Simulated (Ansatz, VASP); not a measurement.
**Two plane-wave programs on Re**

```
CELL_PARAMETERS angstrom
4.39136 0.00000 0.00000
-2.19568 3.80303 0.00000
0.00000 0.00000 2.75198
ATOMIC_POSITIONS crystal
Re 0.00000 0.00000 0.00000
Re 0.33333 0.66667 0.50000
Re 0.66667 0.33333 0.50000
```

Alike in both runs: functional revPBE; k mesh 8 × 8 × 12; occupations fermi-dirac, width 0.1 eV; no spin polarisation.

Ansatz relaxed the structure, and its values are those at the end. VASP's run is a single point on that final structure, the one shown.

|  | VASP | Ansatz |
| --- | --- | --- |
| version | VASP 6.6.1 | Ansatz 0.2.0 |
| potentials or method | VASP PAW PBE potentials, release 64 (Re) | plane waves (420 eV) with PAW, scalar-relativistic |
| plane-wave cutoff (eV) | 520 | 420 |
| valence electrons in the cell | 21 | 45 |

Ansatz gave:

```
pressure (GPa) : 0.0
```

Problem. Which values does VASP return?

Solution. Pressure (GPa): -0.9.

With one functional, cell and mesh, what is left measures potentials, basis and numerics. The two sets of potentials don't hold the same shells in valence.

Caveats: the PAW data sets were made with another functional, which shifts forces and pressure a little (VASP). The runs have no spin-orbit coupling, so splittings on Re are missing.
